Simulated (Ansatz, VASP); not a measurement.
**Two plane-wave programs on Si2C**

Contents of INCAR:

```
ALGO = Normal ; EDIFF = 1E-7
EDIFFG = -0.01 ; ENCUT = 600
GGA = PE ; IBRION = 2
ISIF = 3 ; ISMEAR = 0
LASPH = True ; LCHARG = False
LREAL = False ; LWAVE = False
NELM = 100 ; NSW = 100
PREC = Accurate ; SIGMA = 0.1
```

KPOINTS

```
k-points
0
Gamma
  18 18 12
```

The input POSCAR:

```
Si2C
1.0
    2.9668441102      0.0000000000      0.0000000000
   -1.4834220551      2.5693623685      0.0000000000
    0.0000000000      0.0000000000      4.2437413896
Si C
2 1
Direct
    0.6666666667      0.3333333333      0.2246344678
    0.3333333333      0.6666666667      0.7753655322
    0.0000000000      0.0000000000      0.5000000000
```

Input for Ansatz:

```yaml
crystal:
  lattice:
    - [2.9668441102, 0.0, 0.0]
    - [-1.4834220551, 2.5693623685, 0.0]
    - [0.0, 0.0, 4.2437413896]
  atoms:
    - { symbol: Si, position: [0.6666666667, 0.3333333333, 0.2246344678] }
    - { symbol: Si, position: [0.3333333333, 0.6666666667, 0.7753655322] }
    - { symbol: C, position: [0.0, 0.0, 0.5] }
basis:
  ecutwfc: 420
kpoints:
  mp_grid: { grid: [18, 18, 12] }
hamiltonian:
  xc: pbe
scf:
  occupations: { method: gaussian, width: 0.1 }
output:
  forces: true
  stress: true
  eigenvalues: true
relax:
  adjacent_minimum: "off"
  f_tol: 0.01
  max_steps: 80
  cell: { stress_tol: 0.05 }
```

Change from the starting cell: species swapped into the Cr2C type (P-3m1, No. 164).

Alike in both runs: task relaxation of cell and atoms; functional PBE; k mesh 18 × 18 × 12; occupations gaussian, width 0.1 eV; no spin polarisation.

|  | VASP | Ansatz |
| --- | --- | --- |
| version | VASP 6.6.1 | Ansatz 0.2.0 |
| potentials or method | VASP PAW PBE potentials, release 64 (Si, C) | scalar-relativistic, plane waves, PAW |
| plane-wave cutoff (eV) | 600 | 420 |
| valence electrons in the cell | 12 | 12 |

```tsv
	VASP	Ansatz	Ansatz less VASP
gap on the k mesh at the Fermi level, each at its own relaxed structure (eV)	none	none	-
relaxed volume (Å³/atom)	10.79	10.80	+0.003
relaxed cell length with the largest relative difference (Å)	4.261	4.262	+0.0010
```

A gap of «none» marks a metal or a gap that the smearing closes.
